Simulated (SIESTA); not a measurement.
The system is Pd.

```
Pd
1.0
     0.00000    1.94650    1.94650
     1.94650    0.00000    1.94650
     1.94650    1.94650    0.00000
Pd
1
Direct
  0.00000 0.00000 0.00000
```

Base run:

| Item | Value |
| --- | --- |
| Program | SIESTA 5.4.2 |
| Functional | PBE |
| Potentials or basis | PseudoDojo 0.4 standard (PBE files) |
| Basis | DZ (energy shift 0.002 Ry) |
| Grid cutoff | 800 Ry |
| Energy shift | 0.002 Ry |
| k mesh | 12 × 12 × 12 |
| Occupations | fermi-dirac, width 0.05 eV |
| Spin | no spin polarisation |

Its results: band gap on the k mesh none (metal or under the smearing width); pressure 4.3 GPa.

Task: After a change of settings the same cell gave: band gap on the k mesh none (metal or under the smearing width); pressure 14.0 GPa. Which change was it?
A. basis from DZ (energy shift 0.002 Ry) to SZ (energy shift 0.002 Ry)
B. basis from DZ (energy shift 0.002 Ry) to DZP (energy shift 0.002 Ry)
C. basis from DZ (energy shift 0.002 Ry) to TZP (energy shift 0.002 Ry)
D. functional from PBE to RGE2; basis from DZ (energy shift 0.002 Ry) to DZP (energy shift 0.002 Ry)

Result: A.

Caveats: the basis has no polarisation orbitals; the basis of atomic orbitals isn't converged, which shifts pressures, moduli and gaps; semicore shells carry a single zeta, which can move pressures by several GPa and volumes by a few percent (some runs).

Not every run made on this cell is shown here.
